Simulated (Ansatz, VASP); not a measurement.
## AgCl in VASP and in Ansatz

The input POSCAR:

```
AgCl
1.0
    0.0000000000      2.9630097947      2.9630097947
    2.9630097947      0.0000000000      2.9630097947
    2.9630097947      2.9630097947      0.0000000000
Ag Cl
1 1
Direct
    0.0000000000      0.0000000000      0.0000000000
    0.2500000000      0.2500000000      0.2500000000
```

INCAR.step1

```
SYSTEM = AgCl
PREC = Accurate
ENCUT = 520
ISMEAR = 0
SIGMA = 0.01
LREAL = .FALSE.
LASPH = .TRUE.
NELM = 80
NBANDS = 16
GGA = PE
ALGO = Normal
EDIFF = 1E-4
LWAVE = .TRUE.
LCHARG = .FALSE.
```

INCAR.step2

```
SYSTEM = AgCl
PREC = Accurate
ENCUT = 520
EDIFF = 1E-6
ISMEAR = 0
SIGMA = 0.01
LREAL = .FALSE.
LASPH = .TRUE.
NELM = 80
ALGO = Normal
ISIF = 2
LWAVE = .FALSE.
LCHARG = .TRUE.
METAGGA = R2SCAN
LMIXTAU = .TRUE.
LELF = .TRUE.
LVHAR = .TRUE.
NBANDS = 16
ISTART = 1
```

The input KPOINTS:

```
Automatic mesh
0
G
  6 6 6
  0 0 0
```

Input for Ansatz:

```yaml
crystal:
  lattice:
    - [0.0, 2.9630097947, 2.9630097947]
    - [2.9630097947, 0.0, 2.9630097947]
    - [2.9630097947, 2.9630097947, 0.0]
  atoms:
    - { symbol: Ag, position: [0.0, 0.0, 0.0] }
    - { symbol: Cl, position: [0.25, 0.25, 0.25] }
kpoints:
  mp_grid: { grid: [6, 6, 6] }
hamiltonian:
  xc: r2scan
scf:
  occupations: { method: fixed }
  n_extra_bands: 4
output:
  forces: true
  stress: true
  eigenvalues: true
```

Alike in both runs: task single point; functional r2SCAN; k mesh 6 × 6 × 6; no spin polarisation.

|  | VASP | Ansatz |
| --- | --- | --- |
| version | VASP 6.6.1 | Ansatz 0.2.0 |
| potentials or method | VASP PAW PBE potentials, release 64 (Ag, Cl) | plane waves, PAW |
| plane-wave cutoff (eV) | 520 | 500 |
| occupations | gaussian, width 0.01 eV | fixed |
| valence electrons in the cell | 18 | 26 |

```tsv
	VASP	Ansatz	Ansatz less VASP
gap on the k mesh at the Fermi level (eV)	1.56	1.61	+0.047
pressure (GPa)	1.1	1.2	+0.06
```

The two sets of potentials don't hold the same shells in valence.

Caveats: the PAW data sets were made with another functional, which shifts forces and pressure a little (VASP). r2SCAN opens gaps a little over a GGA but as a rule still falls short of measured ones.
